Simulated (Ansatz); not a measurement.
Space group I-42d (No. 122). a = 5.027 Å, b = 5.027 Å, c = 7.379 Å, α = 90.00°, β = 90.00°, γ = 90.00°
```csv
atom,site,symmetry,x,y,z
Si,4a,-4..,0.0000,0.0000,0.0000
O,8d,.2.,0.2500,0.5920,0.3750
```

Equation of state of this SiO$_{2}$ structure (not necessarily the ground state), with shape and atoms relaxed at each volume where symmetry leaves them free. Level of theory: DFT PBE, scalar-relativistic, plane waves, PAW in Ansatz 0.2.0.

Plane waves to 420 eV, a k mesh through Γ of 6×6×6 on the computed 6-atom cell and Gaussian smearing (0.02 eV); no spin polarisation.

```csv
V (Å³/atom),E − E(largest V) (meV/atom),P (GPa),gap on mesh (eV)
13.673,9.06,3.60,6.16
14.139,0.23,2.58,6.05
14.605,-5.78,1.65,5.94
15.071,-9.24,0.83,5.84
15.537,-10.42,0.01,5.73
16.003,-9.47,-0.68,5.63
16.470,-6.61,-1.30,5.53
17.091,0.00,-2.14,5.40
```

Question: Fit a third-order Birch–Murnaghan equation to E(V).

Answer: V0 = 15.55 Å³/atom, B0 = 24 GPa, B0' = 2.1.

This form isn't the usual stable structure of the compound.